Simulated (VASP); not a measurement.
C:

```
CELL_PARAMETERS angstrom
2.52210 0.00000 0.00000
-1.26105 2.18420 0.00000
0.00000 0.00000 8.23710
ATOMIC_POSITIONS crystal
C 0.66667 0.33333 0.84375
C 0.33333 0.66667 0.34375
C 0.66667 0.33333 0.65625
C 0.33333 0.66667 0.15625
C 0.00000 0.00000 0.90625
C 0.00000 0.00000 0.40625
C 0.00000 0.00000 0.59375
C 0.00000 0.00000 0.09375
```

This is a hexagonal form of diamond, not graphite.

```yaml
Program: VASP 6.6.1
Task: relaxation of cell and atoms
Functional: PBE
Dispersion: D3(BJ)
Potentials_or_basis: VASP PAW PBE potentials, release 64 (C)
Cutoff: 600 eV
k_mesh: 12 × 12 × 4
Occupations: fermi-dirac, width 0.05 eV
Spin: no spin polarisation
```

At the start: pressure -3.1 GPa; volume 5.67 Å³/atom.

How do energy, volume and symmetry change on relaxing?

Over 6 steps the energy falls by 2.8 meV/atom and the volume is 5.63 Å³/atom (-0.7 %); space group P6_3/mmc (No. 194, to 0.05 Å).

The path:
| step | energy change (eV) | largest force (eV/Å) | pressure (GPa) | volume (Å³) |
| --- | --- | --- | --- | --- |
| 1 | 0.0000 | 0.3272 | -3.14 | 45.38 |
| 2 | 0.0159 | 0.4796 | 4.26 | 44.64 |
| 3 | -0.0223 | 0.0517 | -0.19 | 45.06 |
| 4 | -0.0222 | 0.0447 | -0.26 | 45.07 |
| 5 | -0.0223 | 0.0615 | 0.17 | 45.02 |
| 6 | -0.0224 | 0.0096 | -0.04 | 45.04 |

Final structure:
```cif
data_structure
_symmetry_space_group_name_H-M 'P 1'
_symmetry_Int_Tables_number 1
_cell_length_a 2.5079
_cell_length_b 2.5079
_cell_length_c 8.2698
_cell_angle_alpha 90.000
_cell_angle_beta 90.000
_cell_angle_gamma 120.000
_cell_volume 45.04
loop_
_atom_site_label
_atom_site_type_symbol
_atom_site_fract_x
_atom_site_fract_y
_atom_site_fract_z
_atom_site_occupancy
C1 C 0.66667 0.33333 0.84442 1
C2 C 0.33333 0.66667 0.34442 1
C3 C 0.66667 0.33333 0.65558 1
C4 C 0.33333 0.66667 0.15558 1
C5 C 0.00000 0.00000 0.90702 1
C6 C 0.00000 0.00000 0.40702 1
C7 C 0.00000 0.00000 0.59298 1
C8 C 0.00000 0.00000 0.09298 1
```
